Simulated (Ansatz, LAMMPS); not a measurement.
## Which site? a vacancy of Li in LiF at 1230 K with crystalline order left by the classical run (120 atoms)

Aim: make a vacancy of Li at several sites of LiF at 1230 K with crystalline order left by the classical run (120 atoms), relax each, and compare their energies.

Calculated with Ansatz 0.2.0; Kohn-Sham DFT, PBE, PAW (set soft_2), plane waves.

## (1) Starting point

The cell holds 120 atoms: 60 Li and 60 F. Its edges and angles: a = 11.376 Å, b = 11.376 Å, c = 11.376 Å, α = 90.0°, β = 90.0°, γ = 90.0°. It derives from LiF. 120 atoms (60 Li, 60 F) placed at random at 1.76 g/cm³, melted at 1800 K for 10 ps at fixed volume with the Lennard-Jones and Coulomb ion parameters for SPC/E (Joung and Cheatham, J. Phys. Chem. B 112, 9020 (2008)), full charges. Snapshot at the end of a hold of 20 ps at 1230 K and fixed volume. The density is the measured one of the melt at 1230 K (1.7552 g/cm³).

What the set-up can't give: The network of bonds at the start is that of the classical potential that made the cell, and needn't be the one that DFT or experiment would give. The ion parameters were fitted for water, not for melts, so the starting structure of this cell may lie well off the real melt's. Sampling is at Γ alone, for a cell whose shortest periodic width is 11 Å.

## (2) Single point at the start

The forces at the start show how far the geometry lies from a minimum of this functional.

Input file input.yaml:

```yaml
crystal:
  lattice:
    - [11.3764, 0.0, 0.0]
    - [0.0, 11.3764, 0.0]
    - [0.0, 0.0, 11.3764]
  atoms:
    - { symbol: Li, position: [0.09371, 0.07214, 0.70279] }
    - { symbol: Li, position: [0.69736, 0.97457, 0.91078] }
    - { symbol: Li, position: [0.31395, 0.32943, 0.08904] }
    - { symbol: Li, position: [0.67483, 0.47881, 0.93811] }
    - { symbol: Li, position: [0.89381, 0.27616, 0.8266] }
    - { symbol: Li, position: [0.01288, 0.33858, 0.09602] }
    - { symbol: Li, position: [0.81503, 0.00416, 0.68973] }
    - { symbol: Li, position: [0.62378, 0.71236, 0.77174] }
    - { symbol: Li, position: [0.5694, 0.43174, 0.66715] }
    - { symbol: Li, position: [0.56423, 0.41125, 0.17069] }
    - { symbol: Li, position: [0.42994, 0.87377, 0.87636] }
    - { symbol: Li, position: [0.37758, 0.60592, 0.75845] }
    - { symbol: Li, position: [0.50407, 0.68601, 0.56166] }
    - { symbol: Li, position: [0.23313, 0.09757, 0.97836] }
    - { symbol: Li, position: [0.8896, 0.79893, 0.83145] }
    - { symbol: Li, position: [0.43145, 0.41337, 0.92245] }
    - { symbol: Li, position: [0.8786, 0.26554, 0.30259] }
    - { symbol: Li, position: [0.46155, 0.15911, 0.50634] }
    - { symbol: Li, position: [0.95901, 0.51705, 0.4394] }
    - { symbol: Li, position: [0.59279, 0.69912, 0.26547] }
    - { symbol: Li, position: [0.6855, 0.97724, 0.42969] }
    - { symbol: Li, position: [0.97676, 6.0e-05, 0.45359] }
    - { symbol: Li, position: [0.20191, 0.59811, 0.00352] }
    - { symbol: Li, position: [0.84231, 0.5527, 0.69612] }
    - { symbol: Li, position: [0.00637, 0.77515, 0.08926] }
    - { symbol: Li, position: [0.81112, 0.988, 0.17505] }
    - { symbol: Li, position: [0.75217, 0.2205, 0.03078] }
    - { symbol: Li, position: [0.49892, 0.16738, 0.99538] }
    - { symbol: Li, position: [0.3007, 0.32254, 0.61153] }
    - { symbol: Li, position: [0.77123, 0.20024, 0.54668] }
    - { symbol: Li, position: [0.35356, 0.11231, 0.75188] }
    - { symbol: Li, position: [0.62981, 0.21967, 0.26935] }
    - { symbol: Li, position: [0.0273, 0.29808, 0.55816] }
    - { symbol: Li, position: [0.76574, 0.69689, 0.51608] }
    - { symbol: Li, position: [0.11972, 0.55416, 0.69724] }
    - { symbol: Li, position: [0.34369, 0.65438, 0.23151] }
    - { symbol: Li, position: [0.53818, 0.94311, 0.09446] }
    - { symbol: Li, position: [0.58209, 0.9291, 0.64462] }
    - { symbol: Li, position: [0.18728, 0.34771, 0.3626] }
    - { symbol: Li, position: [0.32124, 0.87177, 0.64184] }
    - { symbol: Li, position: [0.98324, 0.9985, 0.93337] }
    - { symbol: Li, position: [0.17203, 0.82352, 0.80852] }
    - { symbol: Li, position: [0.28147, 0.85208, 0.07536] }
    - { symbol: Li, position: [0.07163, 0.60958, 0.2328] }
    - { symbol: Li, position: [0.13859, 0.33323, 0.8365] }
    - { symbol: Li, position: [0.39107, 0.91935, 0.37872] }
    - { symbol: Li, position: [0.75012, 0.71971, 0.05486] }
    - { symbol: Li, position: [0.02075, 0.78314, 0.55267] }
    - { symbol: Li, position: [0.87157, 0.783, 0.29825] }
    - { symbol: Li, position: [0.4234, 0.44452, 0.43543] }
    - { symbol: Li, position: [0.9422, 0.54009, 0.91991] }
    - { symbol: Li, position: [0.79906, 0.49142, 0.1564] }
    - { symbol: Li, position: [0.15051, 0.8427, 0.33648] }
    - { symbol: Li, position: [0.62176, 0.15236, 0.74446] }
    - { symbol: Li, position: [0.49605, 0.65229, 0.99344] }
    - { symbol: Li, position: [0.11592, 0.08307, 0.24297] }
    - { symbol: Li, position: [0.69908, 0.43647, 0.38095] }
    - { symbol: Li, position: [0.1931, 0.10985, 0.49922] }
    - { symbol: Li, position: [0.20554, 0.63543, 0.44446] }
    - { symbol: Li, position: [0.3645, 0.15039, 0.25439] }
    - { symbol: F, position: [0.08676, 0.45441, 0.96654] }
    - { symbol: F, position: [0.37865, 0.99902, 0.03575] }
    - { symbol: F, position: [0.33671, 0.7328, 0.91476] }
    - { symbol: F, position: [0.75599, 0.84706, 0.73601] }
    - { symbol: F, position: [0.8306, 0.88295, 0.00495] }
    - { symbol: F, position: [0.86122, 0.85451, 0.4621] }
    - { symbol: F, position: [0.59447, 0.28435, 0.44704] }
    - { symbol: F, position: [0.1044, 0.89359, 0.00914] }
    - { symbol: F, position: [0.66161, 0.60047, 0.61978] }
    - { symbol: F, position: [0.8915, 0.65906, 0.16929] }
    - { symbol: F, position: [0.18876, 0.70678, 0.65481] }
    - { symbol: F, position: [0.12336, 0.93544, 0.52449] }
    - { symbol: F, position: [0.24107, 0.97763, 0.30402] }
    - { symbol: F, position: [0.72209, 0.31939, 0.70853] }
    - { symbol: F, position: [0.03306, 0.68617, 0.91121] }
    - { symbol: F, position: [0.46207, 0.76413, 0.17347] }
    - { symbol: F, position: [0.51992, 0.53749, 0.84462] }
    - { symbol: F, position: [0.03605, 0.69115, 0.38487] }
    [... 36 atom lines left out ...]
    - { symbol: F, position: [0.44803, 0.25563, 0.69255] }
    - { symbol: F, position: [0.35707, 0.24496, 0.92166] }
    - { symbol: F, position: [0.48869, 0.06223, 0.34253] }
    - { symbol: F, position: [0.68056, 0.06401, 0.59829] }
    - { symbol: F, position: [0.27688, 0.50935, 0.3266] }
    - { symbol: F, position: [0.79417, 0.59448, 0.392] }
kpoints:
  mp_grid: { grid: [1, 1, 1] }
hamiltonian:
  xc: pbe
scf:
  occupations: { method: fermi_dirac, width: 0.05 }
output:
  forces: true
```

Run with:

```bash
ansatz run input.yaml --threads 4 --pin off --max-ram 8192MiB --backend cpu --events-out ev --progress --plain --runs-dir out
```

What it wrote:

```text
[...]
Pseudopotentials: kind: paw
Pseudopotential: Li, paw, valence charge 3, recommended cutoff 420 eV (normal), Li.paw.azcp
Pseudopotential: F, paw, valence charge 7, recommended cutoff 420 eV (normal), F.paw.azcp
[... 5 lines on functional and potentials left out ...]
Crystal: 120 atoms, lattice volume = 1472.362 Å³
Basis set: ecut = 420 eV, 28671 PW (Γ), exchange–correlation on 160×160×160 points (8 copies of the dense FFT grid, shifted against one another)
Bands: 420, of which v1, the nominal top of the filled ones, is band 300 counted from 1 (299 counted from 0)
Symmetry: 1 space group operations
Space group: P1 (ITA 1), of the structure as read, at distance tolerance 1.1e-4 Å
k-points: 1
[... 5 lines on functional and potentials left out ...]
Initial density: superposition of atomic densities (neutral atoms: chi_scale 0, normalization atom), corrected by the library's trained network
Initial wavefunctions: pseudopotential atomic-orbital guess
[...]
SCF iter   1: F=—  HF=-60943.152020 eV  |F-HF|=—  |Δ(HF+E_count)|=         —  Δρ=1.01e-3  dr2=1.55e-2  ethr=1.77e-3  ⟨swp⟩=6.0  Hψ=1806  notcnv=0  defer=53
preconditioner: auto → Resta (q_TF=auto, 2.349 Å⁻¹)  ε∞=2.6  [insulator: Δε(μ)=5.228 eV  Ē_g=16.511 eV  σ=0.050 eV  W_gap=1.00  n_scr=340 (ndim 8)  ℏωp=21.2 eV  f_vac=0.108  D(μ)=0.00/eV (n_scr^D=0)  ε∞_Penn≈2.6]
SCF iter   2: F=—  HF=-60943.147004 eV  |F-HF|=—  |Δ(HF+E_count)|=   5.02e-3  Δρ=5.17e-4  dr2=3.87e-3  ethr=2.59e-6  ⟨swp⟩=3.0  Hψ=666  notcnv=0  defer=82
SCF iter   3: F=—  HF=-60943.147748 eV  |F-HF|=—  |Δ(HF+E_count)|=   7.44e-4  Δρ=2.19e-4  dr2=1.37e-3  ethr=6.46e-7  ⟨swp⟩=2.0  Hψ=489  notcnv=0  defer=9
automatic band count: iteration 3 solves 347 bands in place of 420: the levels show a gap, and the empty bands left out lie too high to hold charge; the band table lists the bands solved (type scf.n_extra_bands for more)
SCF iter   4: F=—  HF=-60943.148018 eV  |F-HF|=—  |Δ(HF+E_count)|=   2.70e-4  Δρ=5.89e-5  dr2=4.52e-5  ethr=2.28e-7  ⟨swp⟩=2.0  Hψ=607  notcnv=0  defer=9
SCF iter   5: F=—  HF=-60943.147891 eV  |F-HF|=—  |Δ(HF+E_count)|=   1.27e-4  Δρ=6.77e-5  dr2=3.98e-5  ethr=7.54e-9  ⟨swp⟩=2.0  Hψ=603  notcnv=0  defer=9
SCF iter   6: F=—  HF=-60943.147882 eV  |F-HF|=—  |Δ(HF+E_count)|=   8.92e-6  Δρ=6.65e-6  dr2=5.18e-7  ethr=6.63e-9  ⟨swp⟩=2.0  Hψ=547  notcnv=0  defer=9
SCF iter   7: F=-60943.147882 eV  HF=-60943.147883 eV  |F-HF|=2.73e-8  |Δ(HF+E_count)|=   7.32e-7  Δρ=3.09e-6  dr2=9.40e-8  ethr=1.67e-11  ⟨swp⟩=3.0  Hψ=951  notcnv=0
SCF 1 converged in 7 iterations: F = -60943.147882 eV  dr2 = 9.40e-8
[...]
SCF converged after 7 iterations
Free energy (F): -60943.147882 eV
Harris-Foulkes:  -60943.147883 eV  (|F-HF|=2.73e-8)
Internal energy: -60943.147882 eV  (E = F + TS)
E sigma→0 (E₀):  -60943.147882 eV
Fermi energy:    1.926583 eV
--- Per-component energies (eV) ---
[...]
Σ components = -60943.147882   (vs F -60943.147882, Δ=0.00e0)
--- Forces (eV/Å), atoms counted from 1 ---
  atom   1  Li    -1.05720924    -0.32828820     0.30420986
  atom   2  Li     0.08980908    -0.32956899     0.11543415
  atom   3  Li     0.13055663    -0.13517736     0.17640800
  atom   4  Li     0.02814296    -0.19675278    -0.06116595
[...]
atom 120  F     -0.04113660    -0.42623612    -0.17754832
  max |Σ_I F_I| component: 7.90e-5 eV/Å
```

Elapsed: 14 s, on 4 threads of Arm Neoverse V1, shared host; peak memory 1.9 GiB; 51 s of CPU time.

Reading the cycles: dr2 is the Hartree energy of the density residual (eV), the measure of convergence; HF is the Harris–Foulkes estimate of the energy, which meets the free energy F at convergence.

The r.m.s. force at the start is 0.35 eV/Å.

## (3) Relaxation

The atoms are relaxed in the fixed cell, aiming at the force tolerance of the input.

Input file input.yaml:

```yaml
crystal:
  lattice:
    - [11.3764, 0.0, 0.0]
    - [0.0, 11.3764, 0.0]
    - [0.0, 0.0, 11.3764]
  atoms:
    [... the 120 atom lines of step 2 ...]
kpoints:
  mp_grid: { grid: [1, 1, 1] }
hamiltonian:
  xc: pbe
scf:
  occupations: { method: fermi_dirac, width: 0.05 }
output:
  forces: true
relax:
  f_tol: 0.05
  max_steps: 120
```

What it wrote:

```text
[...]
Crystal: 120 atoms, lattice volume = 1472.362 Å³
Basis set: ecut = 420 eV, 28671 PW (Γ), exchange–correlation on 160×160×160 points (8 copies of the dense FFT grid, shifted against one another)
Bands: 420, of which v1, the nominal top of the filled ones, is band 300 counted from 1 (299 counted from 0)
Symmetry: 1 space group operations
[...]
k-points: 1
[...]
SCF iter   1: F=—  HF=-60943.152020 eV  |F-HF|=—  |Δ(HF+E_count)|=         —  Δρ=1.01e-3  dr2=1.55e-2  ethr=1.77e-3  ⟨swp⟩=6.0  Hψ=1806  notcnv=0  defer=53
[...]
SCF iter   5: F=-60943.147858 eV  HF=-60943.147891 eV  |F-HF|=3.28e-5  |Δ(HF+E_count)|=   2.13e-5  Δρ=6.81e-5  dr2=4.02e-5  ethr=7.56e-9  ⟨swp⟩=2.0  Hψ=547  notcnv=0  defer=82
SCF iter   6: F=-60943.147882 eV  HF=-60943.147882 eV  |F-HF|=5.62e-7  |Δ(HF+E_count)|=   9.08e-6  Δρ=6.53e-6  dr2=5.14e-7  ethr=6.71e-9  ⟨swp⟩=1.0  Hψ=971  notcnv=0
SCF 1 converged in 6 iterations: F = -60943.147882 eV  dr2 = 5.14e-7
[...]
relax step   1: F+E_penalty+E_count = -60943.14788236 eV  Δ(F+E_penalty+E_count) = +0.000e0 eV  max|allowed force component| = 1.397e0 eV/Å  Δτ_max = 0.0000 Å  (6 SCF iters, dr2 threshold 6.25e-5 eV, accepted)
[...]
relax step   2: F+E_penalty+E_count = -60947.28274003 eV  Δ(F+E_penalty+E_count) = -4.135e0 eV  max|allowed force component| = 6.149e-1 eV/Å  Δτ_max = 0.1948 Å  (6 SCF iters, dr2 threshold 1.00e-4 eV, accepted)
[...]
relax step   3: F+E_penalty+E_count = -60949.31124691 eV  Δ(F+E_penalty+E_count) = -2.029e0 eV  max|allowed force component| = 4.255e-1 eV/Å  Δτ_max = 0.1953 Å  (7 SCF iters, dr2 threshold 2.36e-5 eV, accepted)
relax step   4: F+E_penalty+E_count = -60950.67754380 eV  Δ(F+E_penalty+E_count) = -1.366e0 eV  max|allowed force component| = 3.021e-1 eV/Å  Δτ_max = 0.1911 Å  (6 SCF iters, dr2 threshold 3.51e-5 eV, accepted)
relax step   5: F+E_penalty+E_count = -60952.06964530 eV  Δ(F+E_penalty+E_count) = -1.392e0 eV  max|allowed force component| = 2.650e-1 eV/Å  Δτ_max = 0.2000 Å  (7 SCF iters, dr2 threshold 4.37e-5 eV, accepted)
relax step   6: F+E_penalty+E_count = -60953.33019254 eV  Δ(F+E_penalty+E_count) = -1.261e0 eV  max|allowed force component| = 2.420e-1 eV/Å  Δτ_max = 0.1952 Å  (7 SCF iters, dr2 threshold 3.54e-5 eV, accepted)
relax step   7: F+E_penalty+E_count = -60954.26118898 eV  Δ(F+E_penalty+E_count) = -9.310e-1 eV  max|allowed force component| = 3.332e-1 eV/Å  Δτ_max = 0.1956 Å  (6 SCF iters, dr2 threshold 4.51e-5 eV, accepted)
relax step   8: F+E_penalty+E_count = -60954.92959235 eV  Δ(F+E_penalty+E_count) = -6.684e-1 eV  max|allowed force component| = 4.040e-1 eV/Å  Δτ_max = 0.1929 Å  (6 SCF iters, dr2 threshold 9.25e-5 eV, accepted)
relax step   9: F+E_penalty+E_count = -60955.49946370 eV  Δ(F+E_penalty+E_count) = -5.699e-1 eV  max|allowed force component| = 3.679e-1 eV/Å  Δτ_max = 0.2000 Å  (6 SCF iters, dr2 threshold 1.00e-4 eV, accepted)
relax step  10: F+E_penalty+E_count = -60955.95410845 eV  Δ(F+E_penalty+E_count) = -4.546e-1 eV  max|allowed force component| = 2.211e-1 eV/Å  Δτ_max = 0.1901 Å  (6 SCF iters, dr2 threshold 1.00e-4 eV, accepted)
relax step  11: F+E_penalty+E_count = -60956.48828809 eV  Δ(F+E_penalty+E_count) = -5.342e-1 eV  max|allowed force component| = 2.725e-1 eV/Å  Δτ_max = 0.1954 Å  (7 SCF iters, dr2 threshold 1.77e-5 eV, accepted)
relax step  12: F+E_penalty+E_count = -60956.91439438 eV  Δ(F+E_penalty+E_count) = -4.261e-1 eV  max|allowed force component| = 2.003e-1 eV/Å  Δτ_max = 0.1951 Å  (7 SCF iters, dr2 threshold 2.68e-5 eV, accepted)
relax step  13: F+E_penalty+E_count = -60957.22559676 eV  Δ(F+E_penalty+E_count) = -3.112e-1 eV  max|allowed force component| = 1.929e-1 eV/Å  Δτ_max = 0.2000 Å  (6 SCF iters, dr2 threshold 2.17e-5 eV, accepted)
relax step  14: F+E_penalty+E_count = -60957.52517024 eV  Δ(F+E_penalty+E_count) = -2.996e-1 eV  max|allowed force component| = 1.753e-1 eV/Å  Δτ_max = 0.1950 Å  (6 SCF iters, dr2 threshold 2.01e-5 eV, accepted)
relax step  15: F+E_penalty+E_count = -60957.73735035 eV  Δ(F+E_penalty+E_count) = -2.122e-1 eV  max|allowed force component| = 1.546e-1 eV/Å  Δτ_max = 0.1957 Å  (6 SCF iters, dr2 threshold 2.54e-5 eV, accepted)
relax step  16: F+E_penalty+E_count = -60957.91257389 eV  Δ(F+E_penalty+E_count) = -1.752e-1 eV  max|allowed force component| = 1.218e-1 eV/Å  Δτ_max = 0.1954 Å  (6 SCF iters, dr2 threshold 1.86e-5 eV, accepted)
relax step  17: F+E_penalty+E_count = -60958.06683069 eV  Δ(F+E_penalty+E_count) = -1.543e-1 eV  max|allowed force component| = 9.709e-2 eV/Å  Δτ_max = 0.2000 Å  (6 SCF iters, dr2 threshold 9.21e-6 eV, accepted)
relax step  18: F+E_penalty+E_count = -60958.21552737 eV  Δ(F+E_penalty+E_count) = -1.487e-1 eV  max|allowed force component| = 1.434e-1 eV/Å  Δτ_max = 0.1974 Å  (7 SCF iters, dr2 threshold 5.85e-6 eV, accepted)
relax step  19: F+E_penalty+E_count = -60958.38065452 eV  Δ(F+E_penalty+E_count) = -1.651e-1 eV  max|allowed force component| = 3.026e-1 eV/Å  Δτ_max = 0.1948 Å  (7 SCF iters, dr2 threshold 1.31e-5 eV, accepted)
relax step  20: F+E_penalty+E_count = -60958.51342053 eV  Δ(F+E_penalty+E_count) = -1.328e-1 eV  max|allowed force component| = 2.230e-1 eV/Å  Δτ_max = 0.1987 Å  (6 SCF iters, dr2 threshold 9.16e-5 eV, accepted)
relax step  21: F+E_penalty+E_count = -60958.70239471 eV  Δ(F+E_penalty+E_count) = -1.890e-1 eV  max|allowed force component| = 9.801e-2 eV/Å  Δτ_max = 0.2000 Å  (6 SCF iters, dr2 threshold 2.70e-5 eV, accepted)
relax step  22: F+E_penalty+E_count = -60958.77673426 eV  Δ(F+E_penalty+E_count) = -7.434e-2 eV  max|allowed force component| = 2.142e-2 eV/Å  Δτ_max = 0.2000 Å  (9 SCF iters, accepted)
relax step  23: F+E_penalty+E_count = -60958.79388789 eV  Δ(F+E_penalty+E_count) = -1.715e-2 eV  max|allowed force component| = 1.002e-1 eV/Å  Δτ_max = 0.1465 Å  (8 SCF iters, accepted)
relax step  24: F+E_penalty+E_count = -60958.81108755 eV  Δ(F+E_penalty+E_count) = -1.720e-2 eV  max|allowed force component| = 5.962e-2 eV/Å  Δτ_max = 0.0651 Å  (8 SCF iters, accepted)
relax step  25: F+E_penalty+E_count = -60958.83559118 eV  Δ(F+E_penalty+E_count) = -2.450e-2 eV  max|allowed force component| = 9.863e-2 eV/Å  Δτ_max = 0.0926 Å  (8 SCF iters, accepted)
relax step  26: F+E_penalty+E_count = -60958.86804233 eV  Δ(F+E_penalty+E_count) = -3.245e-2 eV  max|allowed force component| = 1.726e-1 eV/Å  Δτ_max = 0.1459 Å  (7 SCF iters, dr2 threshold 3.44e-6 eV, accepted)
relax step  27: F+E_penalty+E_count = -60958.93569927 eV  Δ(F+E_penalty+E_count) = -6.766e-2 eV  max|allowed force component| = 1.756e-1 eV/Å  Δτ_max = 0.1946 Å  (6 SCF iters, dr2 threshold 2.98e-5 eV, accepted)
relax step  28: F+E_penalty+E_count = -60958.99548017 eV  Δ(F+E_penalty+E_count) = -5.978e-2 eV  max|allowed force component| = 3.401e-1 eV/Å  Δτ_max = 0.1975 Å  (6 SCF iters, dr2 threshold 3.08e-5 eV, accepted)
relax step  29: F+E_penalty+E_count = -60959.10069731 eV  Δ(F+E_penalty+E_count) = -1.052e-1 eV  max|allowed force component| = 2.677e-2 eV/Å  Δτ_max = 0.2000 Å  (6 SCF iters, dr2 threshold 1.00e-4 eV, accepted)
relax step  30: F+E_penalty+E_count = -60959.10070490 eV  Δ(F+E_penalty+E_count) = -7.592e-6 eV  max|allowed force component| = 2.658e-2 eV/Å  Δτ_max = 0.0000 Å  (4 SCF iters, accepted)
relax step  31: F+E_penalty+E_count = -60959.10239341 eV  Δ(F+E_penalty+E_count) = -1.689e-3 eV  max|allowed force component| = 6.622e-2 eV/Å  Δτ_max = 0.1142 Å  (8 SCF iters, accepted)
relax step  32: F+E_penalty+E_count = -60959.11854991 eV  Δ(F+E_penalty+E_count) = -1.616e-2 eV  max|allowed force component| = 2.484e-2 eV/Å  Δτ_max = 0.2000 Å  (7 SCF iters, dr2 threshold 4.32e-6 eV, accepted)
relax step  33: F+E_penalty+E_count = -60959.11855004 eV  Δ(F+E_penalty+E_count) = -1.338e-7 eV  max|allowed force component| = 2.485e-2 eV/Å  Δτ_max = 0.0000 Å  (3 SCF iters, accepted)
[...]
relax step  34: F+E_penalty+E_count = -60959.12123280 eV  Δ(F+E_penalty+E_count) = -2.683e-3 eV  max|allowed force component| = 4.257e-2 eV/Å  Δτ_max = 0.1143 Å  (8 SCF iters, accepted)
SCF converged after 8 iterations
Free energy (F): -60959.121233 eV
[...]
Internal energy: -60959.121233 eV  (E = F + TS)
E sigma→0 (E₀):  -60959.121233 eV
Fermi energy:    1.521874 eV
[...]
Σ components = -60959.121233   (vs F -60959.121233, Δ=0.00e0)
--- Forces (eV/Å), atoms counted from 1 ---
  atom   1  Li     0.00589805    -0.00634263    -0.00879460
  atom   2  Li    -0.00889236    -0.01291318     0.00155893
  atom   3  Li     0.01864497     0.00786648     0.00523810
  atom   4  Li     0.00148817     0.01059777    -0.00487208
[...]
atom 120  F      0.01105945    -0.00641990    -0.00102458
  max |Σ_I F_I| component: 1.06e-4 eV/Å
--- Relaxed structure (34 steps of the walk, 34 accepted, 0 SCFs on fresh bases) ---
  F+E_penalty+E_count = -60959.12123280 eV   max|allowed force component| = 4.257e-2 eV/Å
  atoms:
    - { symbol: Li, position: [0.035046, 0.129365, 0.738221] }
    - { symbol: Li, position: [0.611096, 1.014284, 0.881192] }
    - { symbol: Li, position: [0.400643, 0.311306, 0.081852] }
    - { symbol: Li, position: [0.773255, 0.506921, 0.960514] }
[...]
- { symbol: F, position: [0.837871, 0.546357, 0.366539] }
```

Wall time 6.7 min (4 threads); peak memory 1.9 GiB; 26 min of CPU time.

The relaxation converged after 34 steps, 16.0 eV below its start, with a largest force component of 0.043 eV/Å.

(Part 1 of 2 ends here.)

[Long decimals in the printed logs are rounded to 6 places.]

[Logs are printed without paths, hosts, clocks, repeated set-up lines and the standing remarks that a program may print on its own settings, such as how far it seeks lower states.]

[Hosts, paths, dates, database ids (printed as entryN), source tags and the programs' standing remarks are cut or masked in the printed files.]
